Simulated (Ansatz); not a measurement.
**CuO: one crystal by all-electron and frozen-core methods**

The same cell of CuO is computed with all-electron LAPW and PAW on the default files, to set the results side by side.

Program: Ansatz 0.2.0. Level of theory: DFT PBE, scalar-relativistic. These are calculated values, not measurements.

2 further runs of the same task are left out: 2 that didn't finish.

## (1) The starting structure

It takes space group Cc (No. 9, monoclinic). The conventional cell has a = 4.689 Å, b = 3.427 Å, c = 5.132 Å, α = 90.00°, β = 99.65°, γ = 90.00°. Cu (site symmetry 1) has 4 O at 1.91 to 2.02 Å as nearest neighbours. O (site symmetry 1) is surrounded by 4 Cu at 1.91 to 2.02 Å.

Coordinates:

```
Cu O
1.0
     2.34465   -1.71340    0.00000
     2.34465    1.71340    0.00000
    -0.86055    0.00000    5.05944
Cu O
2 2
Cartesian
  1.1723 0.8457 0.0000
  0.7421 -0.8457 2.5297
  2.0724 -0.2841 1.2836
  1.6421 0.2841 3.8133
```

The cell comes from a crystallographic database entry that wasn't checked; take it as a given geometry, which may be far from equilibrium.

Atoms are numbered in the order of the input: Cu1, Cu2, O3, O4.

## (2) All-electron LAPW

input.yaml

```yaml
crystal:
  lattice:
    - [2.34465, -1.7134, 0.0]
    - [2.34465, 1.7134, 0.0]
    - [-0.86055, 0.0, 5.05944]
  atoms:
    - { symbol: Cu, position: [0.0032, 0.4968, 0.0] }
    - { symbol: Cu, position: [0.4968, 0.0032, 0.5] }
    - { symbol: O, position: [0.5714, 0.4056, 0.2537] }
    - { symbol: O, position: [0.4056, 0.5714, 0.7537] }
kpoints:
  mp_grid: { grid: [15, 15, 8] }
  band_path:
    path:
      - [0.0, 0.0, 0.0]
      - [-0.3873685418, 0.3873685418, 0.0]
      - [-0.6126314582, -0.3873685418, 0.0]
      - [-0.5, -0.5, 0.0]
      - [0.0, 0.0, 0.0]
      - [-0.5, -0.5, 0.5]
      - [-0.6336779986, -0.3663220014, 0.5]
      - [-0.3663220014, 0.3663220014, 0.5]
      - [0.0, 0.0, 0.5]
    npoints: 14
scf:
  occupations: { method: fermi_dirac, width: 0.03 }
hamiltonian:
  xc: pbe
  pseudopotentials: { kind: all_electron, lapw: { basis_error: 0.0005 } }
output:
  forces: true
  stress: true
  eigenvalues: true
  populations: true
  dos: { projected: true, de: 0.2, e_range: [-14, 8] }
```

The run is started by

```console
$ ansatz run input.yaml --threads 1 --pin off --max-ram 3072MiB --backend cpu --events-out ev --progress --plain --runs-dir out
```

## (3) PAW on the default files

Changes to input.yaml since step 2:

```diff
@@ -28,3 +28,3 @@
   xc: pbe
-  pseudopotentials: { kind: all_electron, lapw: { basis_error: 0.0005 } }
+  pseudopotentials: { kind: paw }
 output:
@@ -33,3 +33,9 @@
   eigenvalues: true
+  efg: { contact_densities: true }
   populations: true
+  bader: true
   dos: { projected: true, de: 0.2, e_range: [-14, 8] }
+  write_density: true
+  write_potential: true
+  elf: true
+  volumetric_format: npy
```

(Steps that only read results are left out.)

**Question.** What will these runs give? Wanted: pressure; gap; largest force; Bader charges; highest ELF.

As calculated:

| quantity | value |
| --- | --- |
| pressure | LAPW 5.67, PAW 5.69 GPa |
| gap (LAPW) | none |
| largest force | LAPW 0.759, PAW 0.757 eV/Å |
| Bader charges (PAW) | Cu1 +1.00, O3 -1.00 e |
| highest ELF (PAW) | 0.84, 0.64 Å from O |

The pressure of 5.7 GPa pushes the cell to expand, with the atoms held in place. Bands cross the Fermi level: the crystal is a metal at this level. Cu 3d carries the largest share, 54 %, of the projected states within 0.3 eV of the Fermi level. The projection holds only the free atom's occupied shells (Cu 4s, Cu 3d, O 2s, O 2p in this range). In pressure, PAW differs from LAPW by +0.03 GPa. The forces differ by at most 4 meV/Å in a component, on a largest force of 0.759 eV/Å. The price, with the outputs that each input asks for: 16 min for LAPW against 1.8 min for PAW, about 9 to one. No U acts on the open 3d shell, so the metal found here may be the functional's error.
